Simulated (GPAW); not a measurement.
# Nb (Pm-3m) in GPAW: notebook

One crystal, Nb, is run at these levels: TPSS, revPBE, PW91, r2SCAN; tasks: relaxation of cell and atoms.

Everything below comes from runs of GPAW 26.7.0. Logs are shortened: lines on timing, memory, paths and dates and some standing lists are left out, and cuts for length are marked. The log counts tension as positive stress, the text compression.

**1. The crystal as given**

Symmetry: Pm-3m, No. 221, cubic system. The conventional cell has a = 2.720 Å, b = 2.720 Å, c = 2.720 Å, α = 90.00°, β = 90.00°, γ = 90.00°. Nb (site symmetry m-3m) is surrounded by 6 Nb at 2.72 Å.

The cell was built by a generator and needn't be a form met in nature.

**2. Relaxation of cell and atoms, TPSS**

The input, run.py:

```python
from ase.filters import FrechetCellFilter
from ase.io import read, write
from ase.optimize import BFGS
from gpaw import GPAW, PW

atoms = read('POSCAR')

calc = GPAW(mode=PW(600),
            xc='MGGA_X_TPSS+MGGA_C_TPSS',
            kpts={'size': (8, 8, 8), 'gamma': True},
            occupations={'name': 'fermi-dirac', 'width': 0.05},
            nbands=15,
            convergence={'density': 1e-05, 'energy': 1e-05},
            eigensolver='davidson',
            maxiter=150,
            txt='gpaw.txt')
atoms.calc = calc
opt = BFGS(FrechetCellFilter(atoms), trajectory='relax.traj', logfile='-')
done = opt.run(fmax=0.02, steps=60)
calc.write('gs.gpw')
write('result.traj', atoms)
print('Converged:', done)
print('Cell:', atoms.cell.cellpar().round(4))
print('Volume:', round(atoms.get_volume(), 4))
print(atoms.get_scaled_positions().round(5))
```

The input, POSCAR:

```
Nb
1.0
    2.7196400000      0.0000000000      0.0000000000
    0.0000000000      2.7196400000      0.0000000000
    0.0000000000      0.0000000000      2.7196400000
Nb
1
Direct
    0.5000000000      0.5000000000      0.5000000000
```

Potentials or basis: GPAW PAW data sets (gpaw-data 1.2.1), pw.

Started as:

```
$ OMP_NUM_THREADS=1 python run.py
```

gpaw.txt:

```text
__  _  _
 | _ |_)|_||  |
 |__||  | ||/\| - 26.7.0

Input parameters:
  mode=PW(ecut=600.0),
  convergence={'density': 1e-05, 'energy': 1e-05},
  eigensolver=Davidson(niter=2),
  kpts=MonkhorstPack(size=(8, 8, 8), gamma=True),
  maxiter=150,
  nbands=15,
  occupations=Occupations(name='fermi-dirac', width=0.05),
  xc=XC(name='MGGA_X_TPSS+MGGA_C_TPSS')

Diagonalizing LCAO Hamiltonian
Converting LCAO to pw mode
   .------.
  /|      |
 * |      |
 | .-Nb---.
 |/      /
 *------*

Atoms  # Å, Bohr magnetons
|   | symbol |        x |        y |        z |    initial magnetic moments |
|---|--------|----------|----------|----------|-----------------------------|
| 0 |     Nb | 1.359820 | 1.359820 | 1.359820 | ( 0.0000,  0.0000,  0.0000) |

Unit cell  # Å
| periodic |        x |        y |        z |  lengths |    angles |
|----------|----------|----------|----------|----------|-----------|
|      yes | 2.719640 | 0.000000 | 0.000000 | 2.719640 | 90.000000 |
|      yes | 0.000000 | 2.719640 | 0.000000 | 2.719640 | 90.000000 |
|      yes | 0.000000 | 0.000000 | 2.719640 | 2.719640 | 90.000000 |

Number of symmetries: 48
Symmetry operations  # r_c * U_cc + t_c -> r_c
|    | kind |            matrix            |
|----|------|------------------------------|
|  0 |  E   |  1, 0, 0,  0, 1, 0,  0, 0, 1 |
|  1 |  σ   |  1, 0, 0,  0, 1, 0,  0, 0,-1 |
|  2 |  σ   |  1, 0, 0,  0, 0, 1,  0, 1, 0 |
|  3 |  C4  |  1, 0, 0,  0, 0, 1,  0,-1, 0 |
|  4 |  C4  |  1, 0, 0,  0, 0,-1,  0, 1, 0 |
|  5 |  σ   |  1, 0, 0,  0, 0,-1,  0,-1, 0 |
|  6 |  σ   |  1, 0, 0,  0,-1, 0,  0, 0, 1 |
|  7 |  C2  |  1, 0, 0,  0,-1, 0,  0, 0,-1 |
|  8 |  σ   |  0, 1, 0,  1, 0, 0,  0, 0, 1 |
|  9 |  C2  |  0, 1, 0,  1, 0, 0,  0, 0,-1 |
| 10 |  C3  |  0, 1, 0,  0, 0, 1,  1, 0, 0 |
| 11 |  S6  |  0, 1, 0,  0, 0, 1, -1, 0, 0 |
| 12 |  S6  |  0, 1, 0,  0, 0,-1,  1, 0, 0 |
[... 134 lines left out ...]
xc functional:
  name: MGGA_X_TPSS+MGGA_C_TPSS with 2 nearest neighbor stencil

convergence criteria:
- Maximum integral of absolute [dens]ity change: 1e-05 electrons / valence electron
- Maximum [total energy] change in last 3 cyles: 1e-05 eV / valence electron
- Maximum integral of absolute [eigenst]ate change: 4e-08 eV^2 / valence electron
maximum number of iterations: 150

SCF iterations
|iter     | |      energy | eigst |  dens |
|---------|-|-------------|-------|-------|
|iter:   1| |  567.123628 | +4.97 |       |
|iter:   2| |  -16.392056 | +1.49 | -0.11 |
|iter:   3| |  -16.672128 | -0.23 | -1.34 |
|iter:   4| |  -16.693157 | -1.68 | -1.46 |
|iter:   5| |  -16.708635 | -2.84 | -1.56 |
|iter:   6| |  -16.714524 | -3.15 | -1.83 |
|iter:   7| |  -16.714626 | -4.50 | -2.57 |
|iter:   8| |  -16.714547c| -4.79 | -2.73 |
|iter:   9| |  -16.714542c| -6.37 | -3.22 |
|iter:  10| |  -16.714535c| -6.80 | -3.26 |
|iter:  11| |  -16.714532c| -7.73c| -3.34 |
|iter:  12| |  -16.714522c| -6.33 | -3.39 |
|iter:  13| |  -16.714523c| -7.13 | -3.88 |
|iter:  14| |  -16.714523c| -8.91c| -4.70 |
|iter:  15| |  -16.714523c| -9.47c| -5.16c|

Converged in 15 steps
Energy contributions relative to reference atoms: (reference = -103906.147789)

Energy contributions:
  Kinetic:          -5.692916
  Coulomb:           1.499348
  Zero:             -0.000409
  External:          0.000000
  Xc:              -12.515464
  Entropy:          -0.010163
  Spinorbit:         0.000000
  ----------------------------
  Free energy:     -16.719604
  Extrapolated:    -16.714523

dipole moment: (0.000000, 0.000000, 0.000000)  # |e|*Ang

Fermi level: 10.042
Eigenvalues  # (at kpt = [0.000, 0.000, 0.000])
| band index |      eig [eV] | occ [0-2] |
|------------|---------------|-----------|
|          0 |       -45.387 |     2.000 |
|          1 |       -20.481 |     2.000 |
|          2 |       -20.481 |     2.000 |
|          3 |       -20.481 |     2.000 |
|          4 |         4.389 |     2.000 |
|          5 |         7.183 |     2.000 |
|          6 |         7.183 |     2.000 |
|          7 |        15.070 |     0.000 |
|          8 |        15.070 |     0.000 |
|          9 |        15.070 |     0.000 |
|         10 |        24.563 |     0.000 |
|         11 |        24.563 |     0.000 |
|         12 |        24.563 |     0.000 |
|         13 |        31.013 |     0.000 |
|         14 |        31.757 |     0.000 |

No gap
No difference between direct/indirect transitions

Stress tensor  # eV/Ang^3
|        x |        y |        z |
|----------|----------|----------|
| 0.027525 | 0.000000 | 0.000000 |
| 0.000000 | 0.027525 | 0.000000 |
| 0.000000 | 0.000000 | 0.027525 |

Forces  # eV/Ang
|       x |       y |       z |
|---------|---------|---------|
| 0.00000 | 0.00000 | 0.00000 |  # Nb   0

Interpolating wave functions to new cell
   .------.
  /|      |
 * |      |
 | .-Nb---.
 |/      /
 *------*

Atoms  # Å, Bohr magnetons
|   | symbol |        x |        y |        z |    initial magnetic moments |
|---|--------|----------|----------|----------|-----------------------------|
| 0 |     Nb | 1.349106 | 1.349106 | 1.349106 | ( 0.0000,  0.0000,  0.0000) |

Unit cell  # Å
| periodic |        x |        y |        z |  lengths |    angles |
|----------|----------|----------|----------|----------|-----------|
|      yes | 2.698213 | 0.000000 | 0.000000 | 2.698213 | 90.000000 |
|      yes | 0.000000 | 2.698213 | 0.000000 | 2.698213 | 90.000000 |
|      yes | 0.000000 | 0.000000 | 2.698213 | 2.698213 | 90.000000 |

Number of symmetries: 48
Symmetry operations  # r_c * U_cc + t_c -> r_c
|    | kind |            matrix            |
|----|------|------------------------------|
|  0 |  E   |  1, 0, 0,  0, 1, 0,  0, 0, 1 |
|  1 |  σ   |  1, 0, 0,  0, 1, 0,  0, 0,-1 |
|  2 |  σ   |  1, 0, 0,  0, 0, 1,  0, 1, 0 |
|  3 |  C4  |  1, 0, 0,  0, 0, 1,  0,-1, 0 |
|  4 |  C4  |  1, 0, 0,  0, 0,-1,  0, 1, 0 |
|  5 |  σ   |  1, 0, 0,  0, 0,-1,  0,-1, 0 |
|  6 |  σ   |  1, 0, 0,  0,-1, 0,  0, 0, 1 |
|  7 |  C2  |  1, 0, 0,  0,-1, 0,  0, 0,-1 |
|  8 |  σ   |  0, 1, 0,  1, 0, 0,  0, 0, 1 |
|  9 |  C2  |  0, 1, 0,  1, 0, 0,  0, 0,-1 |
| 10 |  C3  |  0, 1, 0,  0, 0, 1,  1, 0, 0 |
| 11 |  S6  |  0, 1, 0,  0, 0, 1, -1, 0, 0 |
| 12 |  S6  |  0, 1, 0,  0, 0,-1,  1, 0, 0 |
[... 134 lines left out ...]
xc functional:
  name: MGGA_X_TPSS+MGGA_C_TPSS with 2 nearest neighbor stencil

convergence criteria:
- Maximum integral of absolute [dens]ity change: 1e-05 electrons / valence electron
- Maximum [total energy] change in last 3 cyles: 1e-05 eV / valence electron
- Maximum integral of absolute [eigenst]ate change: 4e-08 eV^2 / valence electron
maximum number of iterations: 150

SCF iterations
|iter     | |      energy | eigst |  dens |
|---------|-|-------------|-------|-------|
|iter:   1| |  278.519211 |       |       |
|iter:   2| |  -16.415946 | +1.61 | -1.30 |
|iter:   3| |  -16.708882 | +0.20 | -1.92 |
|iter:   4| |  -16.720182 | -1.22 | -2.09 |
|iter:   5| |  -16.722165 | -2.45 | -2.46 |
|iter:   6| |  -16.722483 | -3.79 | -2.62 |
|iter:   7| |  -16.722696 | -4.83 | -2.67 |
|iter:   8| |  -16.723069 | -5.44 | -2.84 |
|iter:   9| |  -16.723166 | -5.57 | -3.00 |
|iter:  10| |  -16.723144c| -7.27 | -3.01 |
|iter:  11| |  -16.723103c| -6.06 | -3.04 |
|iter:  12| |  -16.723081c| -6.04 | -3.22 |
|iter:  13| |  -16.723077c| -6.23 | -3.52 |
|iter:  14| |  -16.723077c| -7.90c| -4.42 |
|iter:  15| |  -16.723077c| -9.15c| -4.74 |
|iter:  16| |  -16.723077c|-10.46c| -5.88c|

Converged in 16 steps
Energy contributions relative to reference atoms: (reference = -103906.147789)

Energy contributions:
  Kinetic:          -4.216861
  Coulomb:           0.385137
  Zero:             -0.004239
  External:          0.000000
  Xc:              -12.882275
  Entropy:          -0.009678
  Spinorbit:         0.000000
  ----------------------------
  Free energy:     -16.727916
  Extrapolated:    -16.723077

dipole moment: (0.000000, 0.000000, 0.000000)  # |e|*Ang

Fermi level: 10.364
Eigenvalues  # (at kpt = [0.000, 0.000, 0.000])
| band index |      eig [eV] | occ [0-2] |
|------------|---------------|-----------|
|          0 |       -45.059 |     2.000 |
|          1 |       -20.103 |     2.000 |
|          2 |       -20.103 |     2.000 |
|          3 |       -20.103 |     2.000 |
|          4 |         4.654 |     2.000 |
|          5 |         7.408 |     2.000 |
|          6 |         7.408 |     2.000 |
|          7 |        15.531 |     0.000 |
|          8 |        15.531 |     0.000 |
|          9 |        15.531 |     0.000 |
|         10 |        25.091 |     0.000 |
|         11 |        25.091 |     0.000 |
|         12 |        25.091 |     0.000 |
|         13 |        31.666 |     0.000 |
|         14 |        32.373 |     0.000 |

No gap
No difference between direct/indirect transitions

Stress tensor  # eV/Ang^3
|         x |         y |        z |
|-----------|-----------|----------|
|  0.008139 | -0.000000 | 0.000000 |
| -0.000000 |  0.008139 | 0.000000 |
|  0.000000 |  0.000000 | 0.008139 |

Forces  # eV/Ang
|        x |        y |       z |
|----------|----------|---------|
| -0.00000 | -0.00000 | 0.00000 |  # Nb   0

Interpolating wave functions to new cell

       Nb

Atoms  # Å, Bohr magnetons
|   | symbol |        x |        y |        z |    initial magnetic moments |
|---|--------|----------|----------|----------|-----------------------------|
| 0 |     Nb | 1.344781 | 1.344781 | 1.344781 | ( 0.0000,  0.0000,  0.0000) |

Unit cell  # Å
| periodic |        x |        y |        z |  lengths |    angles |
|----------|----------|----------|----------|----------|-----------|
|      yes | 2.689563 | 0.000000 | 0.000000 | 2.689563 | 90.000000 |
|      yes | 0.000000 | 2.689563 | 0.000000 | 2.689563 | 90.000000 |
|      yes | 0.000000 | 0.000000 | 2.689563 | 2.689563 | 90.000000 |

Number of symmetries: 48
Symmetry operations  # r_c * U_cc + t_c -> r_c
|    | kind |            matrix            |
|----|------|------------------------------|
|  0 |  E   |  1, 0, 0,  0, 1, 0,  0, 0, 1 |
|  1 |  σ   |  1, 0, 0,  0, 1, 0,  0, 0,-1 |
|  2 |  σ   |  1, 0, 0,  0, 0, 1,  0, 1, 0 |
|  3 |  C4  |  1, 0, 0,  0, 0, 1,  0,-1, 0 |
|  4 |  C4  |  1, 0, 0,  0, 0,-1,  0, 1, 0 |
|  5 |  σ   |  1, 0, 0,  0, 0,-1,  0,-1, 0 |
|  6 |  σ   |  1, 0, 0,  0,-1, 0,  0, 0, 1 |
|  7 |  C2  |  1, 0, 0,  0,-1, 0,  0, 0,-1 |
|  8 |  σ   |  0, 1, 0,  1, 0, 0,  0, 0, 1 |
|  9 |  C2  |  0, 1, 0,  1, 0, 0,  0, 0,-1 |
| 10 |  C3  |  0, 1, 0,  0, 0, 1,  1, 0, 0 |
| 11 |  S6  |  0, 1, 0,  0, 0, 1, -1, 0, 0 |
| 12 |  S6  |  0, 1, 0,  0, 0,-1,  1, 0, 0 |
[... 134 lines left out ...]
xc functional:
  name: MGGA_X_TPSS+MGGA_C_TPSS with 2 nearest neighbor stencil

convergence criteria:
- Maximum integral of absolute [dens]ity change: 1e-05 electrons / valence electron
- Maximum [total energy] change in last 3 cyles: 1e-05 eV / valence electron
- Maximum integral of absolute [eigenst]ate change: 4e-08 eV^2 / valence electron
maximum number of iterations: 150

SCF iterations
|iter     | |      energy | eigst |  dens |
|---------|-|-------------|-------|-------|
|iter:   1| |  -37.419811 |       |       |
|iter:   2| |  -16.439533 | +1.48 | -1.39 |
|iter:   3| |  -16.706375 | +0.25 | -2.22 |
|iter:   4| |  -16.722071 | -0.97 | -2.59 |
|iter:   5| |  -16.723570 | -2.23 | -2.63 |
|iter:   6| |  -16.723870 | -3.36 | -2.79 |
|iter:   7| |  -16.723943 | -4.55 | -2.80 |
|iter:   8| |  -16.723941c| -5.81 | -2.90 |
|iter:   9| |  -16.723928c| -6.98 | -2.99 |
|iter:  10| |  -16.723906c| -6.72 | -3.03 |
|iter:  11| |  -16.723863c| -5.68 | -3.10 |
|iter:  12| |  -16.723856c| -6.16 | -3.43 |
|iter:  13| |  -16.723857c| -6.88 | -3.99 |
|iter:  14| |  -16.723857c| -7.89c| -4.43 |
|iter:  15| |  -16.723857c| -9.57c| -5.17c|

Converged in 15 steps
Energy contributions relative to reference atoms: (reference = -103906.147789)

Energy contributions:
  Kinetic:          -3.598971
  Coulomb:          -0.080536
  Zero:             -0.005738
  External:          0.000000
  Xc:              -13.033880
  Entropy:          -0.009465
  Spinorbit:         0.000000
  ----------------------------
  Free energy:     -16.728590
  Extrapolated:    -16.723857

dipole moment: (0.000000, 0.000000, 0.000000)  # |e|*Ang

Fermi level: 10.496
Eigenvalues  # (at kpt = [0.000, 0.000, 0.000])
| band index |      eig [eV] | occ [0-2] |
|------------|---------------|-----------|
|          0 |       -44.926 |     2.000 |
|          1 |       -19.948 |     2.000 |
|          2 |       -19.948 |     2.000 |
|          3 |       -19.948 |     2.000 |
|          4 |         4.763 |     2.000 |
|          5 |         7.500 |     2.000 |
|          6 |         7.500 |     2.000 |
|          7 |        15.720 |     0.000 |
|          8 |        15.720 |     0.000 |
|          9 |        15.720 |     0.000 |
|         10 |        25.308 |     0.000 |
|         11 |        25.308 |     0.000 |
|         12 |        25.308 |     0.000 |
|         13 |        31.940 |     0.000 |
|         14 |        32.626 |     0.000 |

No gap
No difference between direct/indirect transitions

Stress tensor  # eV/Ang^3
|         x |         y |         z |
|-----------|-----------|-----------|
| -0.000277 |  0.000000 |  0.000000 |
|  0.000000 | -0.000277 |  0.000000 |
|  0.000000 |  0.000000 | -0.000277 |

Forces  # eV/Ang
|       x |       y |       z |
|---------|---------|---------|
| 0.00000 | 0.00000 | 0.00000 |  # Nb   0

# Writing to gs.gpw (mode='')
```

Wall time 57 s (1 thread of Arm Neoverse V1, shared host); peak memory 0.41 GiB.

What came out:

```yaml
Free_energy: -16.7286 eV
Relaxed_volume: 19.46 Å³/atom
Relaxed_cell: a = 2.690 Å, b = 2.690 Å, c = 2.690 Å, α = 90.00°, β = 90.00°, γ = 90.00°
Space_group_after_relaxing_to_0.05_Å: Pm-3m (No. 221)
Energy_gained_by_relaxing: 9.3 meV/atom
Ionic_steps: 3
Pressure_after_relaxing: 0.0 GPa
Band_gap_on_the_k_mesh: none (metal or under the smearing width)
```

The path:
```
step  energy change (eV)  largest force (eV/Å)  pressure (GPa)  volume (Å³)
   1              0.0000                0.0000           -4.41        20.12
   2             -0.0086                0.0000           -1.30        19.64
   3             -0.0093                0.0000            0.04        19.46
```

Final structure:
```
Nb
1.0
     2.68956    0.00000    0.00000
     0.00000    2.68956    0.00000
     0.00000    0.00000    2.68956
Nb
1
Cartesian
  1.3448 1.3448 1.3448
```

Caveat: later steps reuse the first step's grids; the PAW data sets were made with another functional, which shifts forces and pressure a little.

[end of part 1 of 2]
